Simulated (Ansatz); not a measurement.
# Pd: levels along high-symmetry lines

```xyz
1
Lattice="0.0000 1.9449 1.9449 1.9449 0.0000 1.9449 1.9449 1.9449 0.0000" Properties=species:S:1:pos:R:3 pbc="T T T"
Pd    0.0000    0.0000    0.0000
```

The conventional cell has a = 3.890 Å, b = 3.890 Å, c = 3.890 Å, α = 90.00°, β = 90.00°, γ = 90.00°. Around Pd (atom 1) lie 12 Pd at 2.75 Å.

The cell comes from COD entry 9008478, which wasn't checked; take it as a given geometry.

Spin polarisation is left out, and whether a magnetic state lies lower isn't shown here.

All numbers below come from Ansatz 0.2.0, DFT, PBE, all-electron LAPW, Dirac equation with spin-orbit coupling.

The runs use a Γ-centred 18×18×18 k mesh, Fermi–Dirac smearing of 0.05 eV, basis error target 0.25 meV/atom, no spin polarisation.

Points in fractions of the reciprocal vectors of this cell: Γ (0, 0, 0), X (0.5, 0, 0.5), U (0.625, 0.25, 0.625), K (0.375, 0.375, 0.75), L (0.5, 0.5, 0.5), W (0.5, 0.25, 0.75). The path joins them by straight lines in the order Γ–X–U–K–Γ–L–W–X; legs that retrace an earlier one aren't tabulated. Energies are in eV from the Fermi level.

Problem. Is there a gap?

Solution. none: bands cross the Fermi level, a metal.

Problem. List the levels between -20 and 10 eV at the symmetry points.

Solution. 
Γ: -7.19 (×2), -3.00 (×4), -2.69 (×2), -1.22 (×4)
X: -5.45 (×2), -5.16 (×2), -0.12 (×2), 0.16 (×2), 0.45 (×2), 3.30 (×2)
U: -4.79 (×2), -4.21 (×2), -2.02 (×2), -0.98 (×2), -0.16 (×2), 7.08 (×2), 8.09 (×2)
K: -4.79 (×2), -4.21 (×2), -2.02 (×2), -0.98 (×2), -0.16 (×2), 7.08 (×2), 8.09 (×2)
L: -5.35 (×2), -3.10 (×2), -2.76 (×2), -0.13 (×2), 0.06 (×2), 0.97 (×2), 7.33 (×2)
W: -4.39 (×2), -3.49 (×2), -3.38 (×2), -1.33 (×2), 0.29 (×2), 8.70 (×2), 9.07 (×2)
